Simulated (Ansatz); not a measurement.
# Ti: the cost of one run

Computed with Ansatz 0.2.0 (DFT r2SCAN, scalar-relativistic, plane waves, PAW, unless a step's input says otherwise).

1 further run of the same task is left out (set aside as unsound or not needed).

### 1 Starting point

Symmetry: P6_3/mmc, No. 194, hexagonal system. The conventional cell has a = 3.832 Å, b = 3.832 Å, c = 6.342 Å, α = 90.00°, β = 90.00°, γ = 120.00°. Around Si (site symmetry 3m) lie 4 Si at 2.35 to 2.37 Å.

Coordinates:

```xyz
4
Lattice="3.8319 0.0000 0.0000 -1.9160 3.3185 0.0000 0.0000 0.0000 6.3418" Properties=species:S:1:pos:R:3 pbc="T T T"
Si    0.0000    2.2124    0.4001
Si    1.9160    1.1062    3.5710
Si    0.0000    2.2124    2.7708
Si    1.9160    1.1062    5.9417
```

It goes back to an entry of the Materials Project, which need not be the stable form.

It is the result of an earlier relaxation at this level (volume 20.16 Å³/atom; gap on the mesh: 0.61 eV).

### 2 Swap Si → Ti

Ti starts from the relaxed positions of Si, with all lengths scaled by 1.279, a guess from tabulated radii.

### 3 A first look at the start (Ti)

Contents of input.yaml:

```yaml
crystal:
  lattice:
    - [4.901413812, 0.0, 0.0]
    - [-2.4507069061, 4.2447488757, 0.0]
    - [0.0, 0.0, 8.1118546608]
  atoms:
    - { symbol: Ti, position: [0.3333333333, 0.6666666667, 0.0630908783] }
    - { symbol: Ti, position: [0.6666666667, 0.3333333333, 0.5630908783] }
    - { symbol: Ti, position: [0.3333333333, 0.6666666667, 0.4369091217] }
    - { symbol: Ti, position: [0.6666666667, 0.3333333333, 0.9369091217] }
basis:
  ecutwfc: 500
kpoints:
  mp_grid: { grid: [6, 6, 2] }
hamiltonian:
  xc: r2scan
scf:
  occupations: { method: gaussian, width: 0.1 }
output:
  forces: true
  stress: true
  eigenvalues: true
```

Run with:

```sh
ansatz run input.yaml --threads 1 --pin off --max-ram 2560MiB --backend cpu --events-out ev --progress --plain --runs-dir out
```

What time and memory should one allow on 1 thread of AMD EPYC 9R45 (Zen 5), shared host?

About 6.1 s, with a peak of 0.76 GiB.
